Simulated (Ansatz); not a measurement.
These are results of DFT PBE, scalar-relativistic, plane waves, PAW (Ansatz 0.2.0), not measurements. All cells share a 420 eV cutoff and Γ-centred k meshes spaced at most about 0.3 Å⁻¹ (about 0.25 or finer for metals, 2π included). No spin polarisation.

Temperature and zero-point effects are left out. Both are relaxed sheets, periodic along a and b.

Compare these two cells of Se, each relaxed at this level.

A.

```
Se
1.0
     3.03975    0.00000    0.00000
    -1.51988    2.63251    0.00000
     0.00000    0.00000   34.28570
Se
3
Direct
  0.00000 0.00000 0.17210
  0.00000 0.00000 0.32373
  0.00000 0.00000 0.24792
```

B.

```
Se
1.0
     3.89630    0.00000    0.00000
     0.00000    3.89630    0.00000
     0.00000    0.00000   29.33708
Se
3
Cartesian
  1.9481 1.9481 7.3433
  1.9481 1.9481 9.6567
  0.0000 0.0000 8.5000
```

Question: Which form is favoured at zero pressure, and by what margin per atom?

Answer: A is lower, by 147 meV/atom. A has layer group p6/mmm (No. 80), 2.7 Å²/atom and no gap on its mesh; B has layer group p4/mmm (No. 61), 5.1 Å²/atom and no gap. Counting all near atoms (those within 1.25 times the shortest such distance or 1.15 times the sum of covalent radii; a plus sign parts nearer from farther groups; the shortest distance is added where it is long for a bond; a slash parts the counts of unlike sites), A has Se 1+6/2+6 and B has Se 1/8 from 3.0 Å. In A, Se at height 0.00 Å has 1 Se at 2.60 Å; Se at height 2.60 Å has 2 Se at 2.60 Å. In B, Se at height 0.00 Å has 1 Se at 2.31 Å; Se at height 1.16 Å has 8 Se at 2.99 Å. Both come from invented guesses. The lowest form computed isn't among them: it has layer group pmma (No. 41), 6.6 Å²/atom and lies 253 meV/atom below the best shown.

Cells relaxed within their symmetry can be saddle points. Some types were kept out of the candidates beforehand, so the set may lack a known form.
